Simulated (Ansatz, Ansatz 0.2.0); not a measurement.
# Relaxing the cubic cell of KNiF₃: a working log

*Notes of a novice, printed with their mistakes. Don't take the settings or the reasoning as a model; a review follows at the end.*

## Starting point

The number I want to reproduce is the cell edge of cubic KNiF$_3$ at low temperature, $a = 4.002$ Å at 78 K. It comes from a printed reference work on lattice parameters of perovskite-type crystals, so it is a compiled value. The method is diffraction, which as I understand it gets the spacing of the lattice planes from the angles of the reflections, and the cell edge follows from that. No error bar is given with the value. The structure I start from is a different thing: it is from the Materials Project, has $a = 4.008$ Å, and was relaxed by earlier theory, so I must not mix it up with the measurement.

| compared with | measured | source's wording or label | T (K) | method |
| --- | --- | --- | --- | --- |
| a (Å) | 4.002 | cell edge at low temperature | 78 | diffraction, compiled |

Conditions are those given with the value in the passage it was taken from; "not stated" means there, and the paper may say more elsewhere.

## Choices

I want to let the program relax the cell and see whether $a$ comes out right. My target is to be within 0.01 Å of the measured edge, mostly because two correct decimals look respectable. The calculation has no thermal motion in it, but 78 K is cold, so I will ignore that.

The crystal is an antiferromagnet, from what I have read, with neighbouring Ni spins opposite. I therefore use a doubled cell with two Ni atoms. I will begin with PBEsol, which is said to be good for lattice constants of solids, and keep the settings light so that I get answers quickly. If the number is off, I will go to a more advanced functional.

System: KNiF3, cubic perovskite; Pm-3m (No. 221), 5 atoms in the primitive cell; the database structure is a structure relaxed by earlier theory, not a measurement: a = 4.008 Å; structure from the Materials Project.

## 1. A quick PBEsol relaxation

I set the plane-wave cutoff to 120 eV, well below the default of 420 eV. As I understand it, the cutoff controls how finely the wavefunctions are drawn, and I only want the size of the box, not fine detail. I expect something close to 4.0 Å from this, and it should save a lot of time.

**Run 1.** Ansatz 0.2.0: PBEsol, cell doubled for the wavevector (½ ½ ½ in reciprocal vectors of the primitive cell), antiferromagnetic start, cell and atoms relaxed from the database structure, PAW set soft_2, cutoff 120 eV, 6x6x6 k mesh, Gaussian smearing 0.02 eV; a is the cube root of the conventional volume.

Key lines of the input:
```
crystal:
  lattice:
    - [4.00807153, 0.0, 4.00807153]
    - [0.0, 4.00807153, 4.00807153]
    - [0.0, 0.0, 8.01614306]
  # atoms, with starting spins
kpoints:
  mp_grid: { grid: [6, 6, 6] }
hamiltonian:
  xc: pbesol
scf:
  occupations: { method: gaussian, width: 0.02 }
output:
  forces: true
  stress: true
basis:
  ecutwfc: 120.0
magnetization:
  spin_polarized: true
relax:
  adjacent_minimum: "off"
  f_tol: 0.005
  max_steps: 30
  cell: { stress_tol: 0.03 }
```

Command:
```
ansatz run input.yaml --threads 4 --pin off --max-ram 16384MiB --backend cpu --events-out ev --progress --plain --runs-dir out
```

Selected lines of the output:
```
Basis set: ecut = 120 eV, 283 PW (Γ) [...]
k-points: 16 of 216
SCF iter   8: F=—  HF=-18522.088122 eV  |F-HF|=—  |Δ(HF+E_count)|=   2.41e-9  Δρ=1.80e-7 (↑1.80e-7 ↓1.80e-7)  dr2=9.10e-11  dr2_m=4.85e-18  M=0.000 μB ∫|m|=0.000 μB  …
SCF iter   9: F=—  HF=-18522.088122 eV  |F-HF|=—  |Δ(HF+E_count)|=  3.67e-10  Δρ=8.16e-8 (↑8.16e-8 ↓8.16e-8)  dr2=5.10e-11  dr2_m=5.39e-20  M=0.000 μB ∫|m|=0.000 μB  …
SCF iter  10: F=-18522.088122 eV  HF=-18522.088122 eV  |F-HF|=0.00e0  |Δ(HF+E_count)|=  2.18e-11  Δρ=1.60e-8 (↑1.60e-8 ↓1.60e-8)  dr2=6.37e-13  dr2_m=2.50e-19  M=0.000 μB ∫|m|=0.000 …
relax step  28: F+E_penalty+E_count = -18581.70446382 eV  [...]  max|allowed force component| = 8.280e-7 eV/Å  [...]  P = -3.826 GPa  Ω = 105.060 …
relax step  29: F+E_penalty+E_count = -18582.77372789 eV  [...]  max|allowed force component| = 2.898e-6 eV/Å  [...]  P = +0.010 GPa  Ω = 105.007 …
relax step  30: F+E_penalty+E_count = -18522.08812236 eV  [...]  max|allowed force component| = 1.671e-7 eV/Å  [...]  P = -119.449 GPa  Ω = 105.007 …
variable-cell relaxation did not converge after 30 `relax_step` rows, as none of its last 7 fresh-basis SCF(s) at a relaxed cell met both thresholds with a finite energy. The last misses [...]
```

Not converged; 20 s on 4 cores of Arm Neoverse V2, shared host. Warnings: cutoff_below_recommended; filled_band_counts_differ_across_k_points; seeded_moment_not_kept.

No lattice constant from this one. The relaxation used up its 30 steps without converging, and at the last step the pressure jumped to -119.449 GPa after being almost zero one step earlier. I don't know what to make of such a jump; perhaps the relaxation routine of this program is not very stable. There is also a warning that the cutoff is below the recommended value, so I will go back to the default.

The other thing I noticed is the magnetism. I started with opposite spins on the two Ni atoms, and at the end both the total moment and the integrated size of the magnetisation are 0.000 μB. So PBEsol seems to find that the Ni atoms carry no moment here.

## 2. Default cutoff, spin left out

Since the moments went away by themselves, I will leave out spin polarisation altogether. That should make the run lighter and give the relaxation less to trip over. With the default cutoff I expect it to converge this time, with an edge near 4.0 Å.

**Run 2.** Ansatz 0.2.0: PBEsol, cell doubled for the wavevector (½ ½ ½ in reciprocal vectors of the primitive cell), no spin polarisation, cell and atoms relaxed from the database structure, PAW set soft_2, cutoff 420 eV (default), 6x6x6 k mesh, Gaussian smearing 0.02 eV; a is the cube root of the conventional volume.

Key lines of the input, as changed from run 1:
```diff
  crystal:
-   # atoms, with starting spins
+   # atoms
- basis:
-   ecutwfc: 120.0
- magnetization:
-   spin_polarized: true
  relax:
-   max_steps: 30
+   max_steps: 60
```

Selected lines of the output:
```
relax step   7: F+E_penalty+E_count = -19448.64459970 eV  [...]  max|allowed force component| = 6.661e-28 eV/Å  [...]  P = -0.011 GPa  Ω = 123.448 …
--- Relaxed structure (5 steps of the walk, 5 accepted, 2 SCFs on fresh bases) ---
  cell:  # Å, volume = 123.4481 Å³
```

Converged; 13 s of wall time.

| quantity | run 2 | measured | deviation |
| --- | --- | --- | --- |
| a (Å) | 3.952 | 4.002 | −0.050 (−1.2 %) |
| net moment per formula unit (μB) | 0 |  |  |
| size of moment on Ni (μB) | 0.000 |  |  |
| conventional cell volume (Å³) | 61.72 |  |  |

This one converged, and in 13 s. The edge is 3.952 Å, which is 0.050 Å shorter than the measured 4.002 Å and so five times my target. The pressure at the end is close to zero, so I take the relaxation itself to be in order. That leaves the functional, and I conclude that PBEsol binds this crystal too strongly.

## 3. A more advanced functional

I will move up to r2SCAN, a meta-GGA, which I have read is more accurate than the GGAs for many solids. I will put the opposite spins back in at the start, in case the better functional wants them. Because it is a dearer method I will save on the k mesh and take 4x4x4 instead of 6x6x6. I expect the edge to come out longer and to land within my 0.01 Å.

**Run 3.** Ansatz 0.2.0: r2SCAN, cell doubled for the wavevector (½ ½ ½ in reciprocal vectors of the primitive cell), antiferromagnetic start, cell and atoms relaxed from the database structure, PAW set soft_2, cutoff 500 eV (default), 4x4x4 k mesh, Gaussian smearing 0.02 eV; a is the cube root of the conventional volume.

Key lines of the input, as changed from run 1:
```diff
  kpoints:
-   mp_grid: { grid: [6, 6, 6] }
+   mp_grid: { grid: [4, 4, 4] }
  hamiltonian:
-   xc: pbesol
+   xc: r2scan
- basis:
-   ecutwfc: 120.0
  relax:
-   max_steps: 30
+   max_steps: 60
```

Selected lines of the output:
```
--- Relaxed structure (3 steps of the walk, 3 accepted, 1 SCFs on fresh bases) ---
  cell:  # Å, volume = 127.5859 Å³
Magnetization: 0.0000 μB (48.0000 up, 48.0000 down)
```

Converged; 26 s of wall time.

| quantity | run 3 | measured | deviation |
| --- | --- | --- | --- |
| a (Å) | 3.996 | 4.002 | −0.006 (−0.2 %) |
| net moment per formula unit (μB) | 0 |  |  |
| size of moment on Ni (μB) | 1.681 |  |  |
| conventional cell volume (Å³) | 63.79 |  |  |

The edge is now 3.996 Å, only 0.006 Å below the measured value and inside my target. The Ni atoms also keep a moment this time, 1.681 μB each, with the two directions cancelling in the total. So r2SCAN gives the antiferromagnet I had read about, while PBEsol gave no moment at all. I take this to mean that PBEsol cannot describe the magnetism of this crystal and that the more advanced functional has put it right.

## 4. Adding van der Waals forces

There are still 0.006 Å missing, and I would like to get rid of them. r2SCAN can be combined with rVV10, which adds the van der Waals forces. Since that puts more physics into the calculation, I expect the edge to move closer to 4.002 Å. I will go back to the 6x6x6 mesh for this one, as the last run took only 26 s.

**Run 4.** Ansatz 0.2.0: r2SCAN+rVV10, cell doubled for the wavevector (½ ½ ½ in reciprocal vectors of the primitive cell), antiferromagnetic start, cell and atoms relaxed from the database structure, PAW set soft_2, cutoff 500 eV (default), 6x6x6 k mesh, Gaussian smearing 0.02 eV; a is the cube root of the conventional volume.

Key lines of the input, as changed from run 3:
```diff
  kpoints:
-   mp_grid: { grid: [4, 4, 4] }
+   mp_grid: { grid: [6, 6, 6] }
  hamiltonian:
+   dispersion: rvv10
```

Selected lines of the output:
```
relax step   5: F+E_penalty+E_count = -19637.64509112 eV  [...]  max|allowed force component| = 1.040e-28 eV/Å  [...]  P = +0.007 GPa  Ω = 125.780 …
--- Relaxed structure (4 steps of the walk, 4 accepted, 1 SCFs on fresh bases) ---
Magnetization: 0.0000 μB (48.0000 up, 48.0000 down)
```

Converged; 72 s of wall time.

| quantity | run 4 | measured | deviation |
| --- | --- | --- | --- |
| a (Å) | 3.977 | 4.002 | −0.025 (−0.6 %) |
| net moment per formula unit (μB) | 0 |  |  |
| size of moment on Ni (μB) | 1.676 |  |  |
| conventional cell volume (Å³) | 62.89 |  |  |

The edge went the wrong way. It shrank to 3.977 Å, now 0.025 Å too short and outside my target, while the moment on Ni hardly changed (1.676 μB). I had expected the extra forces to bring the edge closer to experiment. On second thoughts an attraction between the atoms should pull them together, so the direction makes sense, but I did not think it would be this much in a crystal made of ions. Perhaps the program makes the van der Waals part too strong.

## 5. Back to plain r2SCAN

I will drop rVV10 and stay with r2SCAN, since that gave the best number so far. I keep the 6x6x6 mesh, because a finer mesh should be more accurate, and I hope it will take away some of the 0.006 Å that were missing before.

**Run 5.** Ansatz 0.2.0: r2SCAN, cell doubled for the wavevector (½ ½ ½ in reciprocal vectors of the primitive cell), antiferromagnetic start, cell and atoms relaxed from the database structure, PAW set soft_2, cutoff 500 eV (default), 6x6x6 k mesh, Gaussian smearing 0.02 eV; a is the cube root of the conventional volume.

Key lines of the input, as changed from run 4:
```diff
  hamiltonian:
-   dispersion: rvv10
```

Selected lines of the output:
```
relax step   4: F+E_penalty+E_count = -19643.10013213 eV  [...]  max|allowed force component| = 1.231e-28 eV/Å  [...]  P = +0.010 GPa  Ω = 127.586 …
  cell:  # Å, volume = 127.5860 Å³
Magnetization: 0.0000 μB (48.0000 up, 48.0000 down)
```

Converged; 36 s of wall time.

| quantity | run 5 | measured | deviation |
| --- | --- | --- | --- |
| a (Å) | 3.996 | 4.002 | −0.006 (−0.2 %) |
| net moment per formula unit (μB) | 0 |  |  |
| size of moment on Ni (μB) | 1.681 |  |  |
| conventional cell volume (Å³) | 63.79 |  |  |

The finer mesh changed nothing that I can use. The edge is again 3.996 Å and the moment again 1.681 μB, so the missing 0.006 Å do not come from the k mesh. I had hoped for a little movement towards 4.002 Å. The number is inside my target either way, and I will keep r2SCAN as my best result.

## 6. PBEsol again, with the spins

For the write-up I want to put PBEsol next to r2SCAN as the functional that loses the magnetism. My converged PBEsol run had no spins in it at all, which would look odd in that comparison, so I will repeat it with the opposite spins at the start and the default cutoff. I expect the moments to vanish again, as they did in my first run, and the edge to come back at 3.952 Å.

**Run 6.** Ansatz 0.2.0: PBEsol, cell doubled for the wavevector (½ ½ ½ in reciprocal vectors of the primitive cell), antiferromagnetic start, cell and atoms relaxed from the database structure, PAW set soft_2, cutoff 420 eV (default), 6x6x6 k mesh, Gaussian smearing 0.02 eV; a is the cube root of the conventional volume.

Key lines of the input, as changed from run 5:
```diff
  hamiltonian:
-   xc: r2scan
+   xc: pbesol
```

Selected lines of the output:
```
relax step   6: F+E_penalty+E_count = -19449.66467933 eV  [...]  max|allowed force component| = 8.010e-29 eV/Å  [...]  P = -0.009 GPa  Ω = 125.844 …
Magnetization: 0.0000 μB (48.0000 up, 48.0000 down)
```

Converged; 20 s of wall time.

| quantity | run 6 | measured | deviation |
| --- | --- | --- | --- |
| a (Å) | 3.977 | 4.002 | −0.025 (−0.6 %) |
| net moment per formula unit (μB) | 0 |  |  |
| size of moment on Ni (μB) | 1.494 |  |  |
| conventional cell volume (Å³) | 62.92 |  |  |

I did not expect this. With the default cutoff PBEsol keeps a moment of 1.494 μB on each Ni, and the edge is 3.977 Å, not 3.952 Å. So what I wrote about PBEsol losing the magnetism was wrong. The moments vanished in my first run because of the 120 eV cutoff, which I had chosen to save time, and I then took that result as a reason to leave the spins out.

Half of the 0.050 Å that I had blamed on the functional came from leaving out the spins. The energy says the same: comparing the last energies of runs 6 and 2, the doubled cell with moments lies roughly 1.0 eV below the one without. PBEsol is still 0.025 Å too short and outside my target, but it is a much fairer comparison with r2SCAN now.

## 7. PBEsol with a Hubbard U

I have read that people add a Hubbard $U$ for nickel compounds, so I will try PBEsol with $U$ = 6.2 eV on Ni. I don't really know how that value is chosen. I expect a larger moment, and since the edge grew when the moments came back, I hope it will grow again and bring PBEsol inside my 0.01 Å.

**Run 7.** Ansatz 0.2.0: PBEsol+U (Ni 6.2 eV), cell doubled for the wavevector (½ ½ ½ in reciprocal vectors of the primitive cell), antiferromagnetic start, cell and atoms relaxed from the database structure, PAW set soft_2, cutoff 420 eV (default), 6x6x6 k mesh, Gaussian smearing 0.02 eV; a is the cube root of the conventional volume.

Key lines of the input, as changed from run 6:
```diff
  hamiltonian:
+   hubbard: { sites: [{ species: Ni, l: d, u_eff: 6.2 }] }
```

Selected lines of the output:
```
relax step   4: F+E_penalty+E_count = -19447.90492057 eV  [...]  max|allowed force component| = 9.027e-29 eV/Å  [...]  P = +0.021 GPa  Ω = 129.138 …
  cell:  # Å, volume = 129.1376 Å³
    - [4.011814863846701, 0.0, 4.011814863846701]
```

Converged; 14 s of wall time.

| quantity | run 7 | measured | deviation |
| --- | --- | --- | --- |
| a (Å) | 4.012 | 4.002 | +0.010 (+0.2 %) |
| net moment per formula unit (μB) | 0 |  |  |
| size of moment on Ni (μB) | 1.728 |  |  |
| conventional cell volume (Å³) | 64.57 |  |  |

The edge grew again, from 3.977 Å to 4.012 Å, and the moment on Ni went up from 1.494 to 1.728 μB. I had hoped for both. The edge is now too long instead of too short. From the unrounded cell it is 0.0098 Å above the measured value, so it only just counts as inside my 0.01 Å, and I would not call PBEsol+U better or worse than r2SCAN on such a thin margin.

What bothers me is the $U$. It moved the edge by more than three times my target, and I still can't say why it should be 6.2 eV. A somewhat smaller value would perhaps land right on 4.002 Å, but then I would be choosing it to get the answer I want. I stop here with two numbers inside my target, r2SCAN below the measured edge and PBEsol+U above it, and no good reason yet to prefer one of them.

## Table of results

| run | settings | a (Å) | deviation | cost | status |
| --- | --- | --- | --- | --- | --- |
| 1 | PBEsol, antiferromagnetic start, cutoff 120 eV, 6x6x6 k mesh | – |  | 81 core-s | not converged |
| 2 | PBEsol, no spin polarisation, cutoff 420 eV (default), 6x6x6 k mesh | 3.952 | −0.050 (−1.2 %) | under 1 core-min |  |
| 3 | r2SCAN, antiferromagnetic start, cutoff 500 eV (default), 4x4x4 k mesh | 3.996 | −0.006 (−0.2 %) | 1.7 core-min |  |
| 4 | r2SCAN+rVV10, antiferromagnetic start, cutoff 500 eV (default), 6x6x6 k mesh | 3.977 | −0.025 (−0.6 %) | 4.8 core-min |  |
| 5 | r2SCAN, antiferromagnetic start, cutoff 500 eV (default), 6x6x6 k mesh | 3.996 | −0.006 (−0.2 %) | 2.4 core-min |  |
| 6 | PBEsol, antiferromagnetic start, cutoff 420 eV (default), 6x6x6 k mesh | 3.977 | −0.025 (−0.6 %) | 78 core-s |  |
| 7 | PBEsol+U (Ni 6.2 eV), antiferromagnetic start, cutoff 420 eV (default), 6x6x6 k mesh | 4.012 | +0.010 (+0.2 %) | under 1 core-min |  |
|  | measured | 4.002 |  |  |  |

## State of play

I will put the r2SCAN edge, 3.996 Å, into my write-up. It is 0.006 Å below the measured 4.002 Å, and I did not have to choose a $U$ for it. I know that this is more a matter of convenience than a proper reason. PBEsol+U also reaches my target, but only just, and plain PBEsol with its moments stays 0.025 Å too short.

What I will remember is the first run. I saved a few seconds with a low cutoff, believed the vanished moments although the run had not even converged, and then blamed PBEsol for an edge that I had calculated without spins. From now on I will look at the moments before I say anything about a functional.

The work isn't finished. I don't understand where a value of $U$ should come from, or why rVV10 shortens the edge as much as it does. I also picked my 0.01 Å because it looked tidy, and I still have to find out what the missing thermal motion does to the comparison. I will ask about these points before I calculate anything more.

## Reviewer's comments

Further runs made for the review:

| reviewer's run | settings | a (Å) | deviation | cost |
| --- | --- | --- | --- | --- |
| R1 | PBEsol, antiferromagnetic start, PAW set soft_2, cutoff 590 eV, 6x6x6 k mesh | 3.977 | −0.025 (−0.6 %) | 97 core-s |
| R2 | PBEsol, PseudoDojo norm-conserving pseudopotentials, antiferromagnetic start, cutoff 1333 eV (default), 6x6x6 k mesh | 3.974 | −0.028 (−0.7 %) | 4.2 core-min |
| R3 | PBEsol+D3(BJ), antiferromagnetic start, PAW set soft_2, cutoff 420 eV (default), 6x6x6 k mesh | 3.950 | −0.052 (−1.3 %) | 88 core-s |
| R4 | PBEsol+U (Ni 3.1 eV), antiferromagnetic start, PAW set soft_2, cutoff 420 eV (default), 6x6x6 k mesh | 3.997 | −0.005 (−0.1 %) | 74 core-s |
|  | measured | 4.002 |  |  |

The notebook rightly keeps the database structure apart from the measurement and starts from opposite spins. Its target of 0.01 Å is arbitrary, and tighter than such functionals can promise. Nor does a cold sample remove all motion: zero-point vibration remains and usually lengthens the edge, here probably by something of the order of 0.01 Å. That size is an estimate, not examined here. A static calculation is expected to fall slightly short, and the 0.006 Å chased in runs 4 and 5 is too small to judge a method by until this shift is known.

Run 1 fails because of its 120 eV cutoff. The size of the cell follows from the stress, which needs well-described wavefunctions as much as any fine detail does. The program warned of the cutoff and of the lost moments. The pressure jumped at unchanged volume when it was recalculated in a fresh basis, which points to the cutoff and not to an unstable relaxation routine. The cutoff didn't even save the few seconds claimed at the end: run 6, with the default, took 78 core-seconds against 81. R1, at 590 eV, gives the same 3.977 Å as run 6, so the default was enough for PBEsol; the r2SCAN cutoff was not varied.

Run 2 leaves out the spins on the strength of that failed run. Its near-zero pressure shows only that the cell is relaxed for a nonmagnetic model, which is the wrong one for this compound. Run 3 then changes the functional and restores the spins together, so it couldn't show that PBEsol fails at the magnetism. Run 6 puts this right, and the author deserves credit for correcting the earlier claims openly. With its moments, PBEsol is still 0.025 Å short. R2, with different pseudopotentials, gives 3.974 Å, so the shortfall does not come from the potentials. Part of it is probably the missing zero-point motion, and the rest is most likely the error of the functional.

The coarser mesh of run 3 did no harm, as run 5 shows. In run 4, rVV10 shortens the r2SCAN edge from 3.996 Å (run 5, same mesh) to 3.977 Å, that is by 0.019 Å, but this is no evidence that the program makes the van der Waals part too strong. Ions attract one another through dispersion too, and r2SCAN already holds part of that attraction, so a correction can overshoot. With PBEsol, a different correction, D3(BJ), shortens the edge by 0.027 Å (R3 against run 6).

Run 7 takes $U$ = 6.2 eV without a reason. A value should be calculated for the compound, for instance by linear response, or taken from a fit to other properties made with a comparable functional and method. Halving it to 3.1 eV gives 3.997 Å (R4), so PBEsol+U can be moved from one side of the measurement to the other. The author was right not to tune it to the answer. Having no $U$ to choose is also a proper reason to report r2SCAN, not merely a convenience.

In short, the match depends on the functional: r2SCAN, singled out only after the results were in, comes within 0.006 Å, or 0.2 %, while plain PBEsol is 0.6 % short. PBEsol+U lands 0.010 Å above the measurement with 6.2 eV and 0.005 Å below it with 3.1 eV, so its closeness depends on $U$. What remains open is how the last few thousandths divide between zero-point motion, the error of the functional and the unstated uncertainty of the measurement.

[Logs are printed without paths, hosts, clocks, repeated set-up lines and the standing remarks that a program may print on its own settings, such as how far it seeks lower states.]

[The runs shown are a pick from a larger set of finished runs; failed, doubtful and other runs were left out of it ahead of writing. So were measured values far from every level or from commonly accepted values, and agreement can look better than it is. Lines of input and output are excerpts and may be shortened.]
